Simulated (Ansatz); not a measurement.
# Au(111) / 3 layers Ti(0001) / Au(111): resistance against film thickness, part 2 of 2

Wanted: interface resistance and thickness dependence for Au(111) / 3 layers Ti(0001) / Au(111).

Ansatz 0.2.0; Ansatz plane-wave DFT, LDA, PAW files; ballistic transport by layer matching (Landauer), zero bias.

So far. Step 5 (With 8 layers, film layers 8): The conductance of the junction is 5.5e13 S/m², 45 % under the 1.0e14 S/m² of the last finished run.

## (6) With 10 layers, film layers 10

The stack now holds 10 film layers; the k-mesh follows the cell, and the energies span -0.27 to 0.27 eV.

System of this step: Au(111) / 10 layers Ti(0001) / Au(111). The cell holds 18 atoms: 8 Au and 10 Ti. Cell: a = 2.884 Å, b = 2.884 Å, c = 43.387 Å, α = 91.9°, β = 88.1°, γ = 120.0°. It derives from Au and Ti. Regions: lead, 8 atoms (8 Au); films, 10 atoms (10 Ti). The structure is stacked along c, and the current runs across the ab planes.

Input file input.yaml:

```yaml
crystal:
  lattice:
    - [2.8837582304, 0.0, 0.0]
    - [-1.4418791152, 2.4974078859, 0.0]
    - [1.4418791152, -0.8324692953, 43.3553968775]
  atoms:
    - { symbol: Au, position: [0.9909485366, 0.0090514634, 0.0271543903] }
    - { symbol: Au, position: [0.3061789431, 0.6938210569, 0.0814631708] }
    - { symbol: Au, position: [0.6214093495, 0.3785906505, 0.1357719514] }
    - { symbol: Au, position: [0.936639756, 0.063360244, 0.190080732] }
    - { symbol: Ti, position: [0.25149613, 0.74850387, 0.24551161] }
    - { symbol: Ti, position: [0.5659784715, 0.4340215285, 0.3020645856] }
    - { symbol: Ti, position: [0.2137941463, 0.7862058537, 0.3586175611] }
    - { symbol: Ti, position: [0.5282764878, 0.4717235122, 0.4151705367] }
    - { symbol: Ti, position: [0.1760921626, 0.8239078374, 0.4717235122] }
    - { symbol: Ti, position: [0.4905745041, 0.5094254959, 0.5282764878] }
    - { symbol: Ti, position: [0.1383901789, 0.8616098211, 0.5848294633] }
    - { symbol: Ti, position: [0.4528725204, 0.5471274796, 0.6413824389] }
    - { symbol: Ti, position: [0.1006881952, 0.8993118048, 0.6979354144] }
    - { symbol: Ti, position: [0.4151705367, 0.5848294633, 0.75448839] }
    - { symbol: Au, position: [0.7300269107, 0.2699730893, 0.809919268] }
    - { symbol: Au, position: [0.0452573171, 0.9547426829, 0.8642280486] }
    - { symbol: Au, position: [0.3604877236, 0.6395122764, 0.9185368292] }
    - { symbol: Au, position: [0.6757181301, 0.3242818699, 0.9728456097] }
kpoints:
  mp_grid: { grid: [15, 15, 1] }
hamiltonian:
  xc: lda
scf:
  occupations: { method: fermi_dirac, width: 0.1 }
output:
  transmission:
    leads: [[0, 1]]
    kmesh: [30, 30]
    e_range: [-0.27, 0.27]
    de: 0.036
  write_potential: true
  write_density: true
  volumetric_format: npy
```

Launch:

```sh
> ansatz run input.yaml --threads 4 --pin off --max-ram 8192MiB --backend cpu --events-out ev --progress --plain --runs-dir out
```

The job ended after 4.3 min (4 threads of Arm Neoverse V2, shared host; peak memory 2.7 GiB).

Numbers from this step:

```yaml
free_energy: -127422.7321 eV
energy_at_zero_smearing: -127422.4639 eV
fermi_energy: 16.11 eV
lead_conductance_per_cell: 0.7941 G₀
conductance_of_the_junction: 5.63e13 S/m²
junction_conductance_per_cell: 0.05236 G₀
estimated_errors_of_the_junction_s_conductance: 2.2, 0, 15.3, 30.7, 17.5 % (energy step, band edges, k-mesh, leads' steps, distance from neutral)
area_resistance_that_the_stack_adds_contact_term_taken_off_spin_by_spin: 16.58 fΩ m²
```

Per spin. Table of transmission, zone mean by energy, zero at the Fermi level:

| energy (eV) | transmission, zone mean |
| --- | --- |
| -0.270 | 0.0926 |
| -0.234 | 0.0892 |
| -0.198 | 0.0868 |
| -0.162 | 0.0756 |
| -0.126 | 0.0805 |
| -0.090 | 0.0356 |
| -0.054 | 0.0280 |
| -0.018 | 0.0317 |
| 0.018 | 0.0492 |
| 0.054 | 0.0887 |
| 0.090 | 0.156 |
| 0.126 | 0.148 |
| 0.162 | 0.191 |
| 0.198 | 0.237 |
| 0.234 | 0.288 |
| 0.270 | 0.273 |

The conductance of the junction is 5.6e13 S/m², 2.9 % over the 5.5e13 S/m² of the last finished run, within the error estimates, leads' steps apart, of 15 and 18 %. The estimate from the leads' steps, 31 %, is larger still.

## (7) The ladder

Times are for 4 threads of Arm Neoverse V2, shared host. Results by setting:

| no. | film layers | area resistance that the stack adds (contact term taken off, spin by spin) (fΩ m²) | conductance of the junction (S/m²) | time | memory (GiB) |
| --- | --- | --- | --- | --- | --- |
| 1 | 3 | 3.947 | 1.95e14 | 1.8 min | 0.94 |
| 2 | 5 | 9.627 | 9.26e13 | 71 s | 1.2 |
| 3 | 6 | 8.804 | 1.00e14 | 2.9 min | 1.8 |
| 4 | 8 | 17.09 | 5.48e13 | 3.5 min | 2.2 |
| 5 | 10 | 16.58 | 5.63e13 | 4.3 min | 2.7 |

## (8) With 5 layers

A repeat with a deliberate mistake in the input, to see how the program answers it.

This step: Ansatz plane-wave DFT, LDA, PAW files; ballistic transport by layer matching (Landauer), zero bias; changed: output.transmission.temperature = 0, scf.max_iter = 75 (Ansatz 0.2.0).

System of this step: Au(111) / 5 layers Ti(0001) / Au(111). The cell holds 13 atoms: 8 Au and 5 Ti. Cell: a = 2.884 Å, b = 2.884 Å, c = 31.096 Å, α = 90.0°, β = 90.0°, γ = 120.0°. It derives from Au and Ti. Regions: lead, 8 atoms (8 Au); films, 5 atoms (5 Ti). The structure is stacked along c, and the current runs across the ab planes.

Input file input.yaml:

```yaml
crystal:
  lattice:
    - [2.8837582304, 0.0, 0.0]
    - [-1.4418791152, 2.4974078859, 0.0]
    - [0.0, 0.0, 31.09601338]
  atoms:
    - { symbol: Au, position: [0.0, 0.0, 0.0378598167] }
    - { symbol: Au, position: [0.3333333333, 0.6666666667, 0.1135794502] }
    - { symbol: Au, position: [0.6666666667, 0.3333333333, 0.1892990837] }
    - { symbol: Au, position: [0.0, 0.0, 0.2650187171] }
    - { symbol: Ti, position: [0.3333333333, 0.6666666667, 0.3423028271] }
    - { symbol: Ti, position: [0.6666666667, 0.3333333333, 0.4211514135] }
    - { symbol: Ti, position: [0.3333333333, 0.6666666667, 0.5] }
    - { symbol: Ti, position: [0.6666666667, 0.3333333333, 0.5788485865] }
    - { symbol: Ti, position: [0.3333333333, 0.6666666667, 0.6576971729] }
    - { symbol: Au, position: [0.6666666667, 0.3333333333, 0.7349812829] }
    - { symbol: Au, position: [0.0, 0.0, 0.8107009163] }
    - { symbol: Au, position: [0.3333333333, 0.6666666667, 0.8864205498] }
    - { symbol: Au, position: [0.6666666667, 0.3333333333, 0.9621401833] }
kpoints:
  mp_grid: { grid: [15, 15, 1] }
hamiltonian:
  xc: lda
scf:
  occupations: { method: fermi_dirac, width: 0.1 }
  max_iter: 75
output:
  transmission:
    leads: [[0, 1]]
    kmesh: [30, 30]
    e_range: [-0.27, 0.27]
    de: 0.036
    temperature: 0
  write_potential: true
  write_density: true
  volumetric_format: npy
```

The job ended after 0.11 s (4 threads; peak memory 0.087 GiB).

The program refused the input before any cycle.

The program's message: “Error: invalid value for `output.transmission.temperature`: must be finite and ≥ 1.2; got 0 K”

The change that led to it: output.transmission.temperature = 0.

## (9) Outcome

| Quantity | Value |
| --- | --- |
| area resistance, 3 layers | 3.95 fΩ m² |
| area resistance, 5 layers | 9.63 fΩ m² |
| area resistance, 6 layers | 8.80 fΩ m² |
| area resistance, 8 layers | 17.1 fΩ m² |
| area resistance, 10 layers | 16.6 fΩ m² |

**Reading.** The stack adds 3.9 fΩ m² with 3 layers and 17 fΩ m² with 10. From 5 to 10 layers it grows by 72 %; nothing scatters inside a perfect film, so this is no ohmic growth, and the error estimates, with the leads' steps, cover all of it. With an hcp and an fcc partner, odd and even counts of layers end in unlike stacking at the second interface, which mixes with the effect of thickness. Atoms sit on ideal sites and aren't relaxed. Spin-orbit coupling is left out, which matters for Au. The program's error estimates for the conductances, leads' steps apart, run from 11 to 18 %. The program's estimate of the error from the leads' steps alone runs to 31 %, although the steps are small; only longer leads would test it. Ti(0001) is compressed by 2.2 % in plane to fit Au(111), at its own atomic volume.

[Logs are printed without paths, hosts, clocks, repeated set-up lines and the standing remarks that a program may print on its own settings, such as how far it seeks lower states.]

[Hosts, paths, dates, database ids (printed as entryN), source tags and the programs' standing remarks are cut or masked in the printed files.]
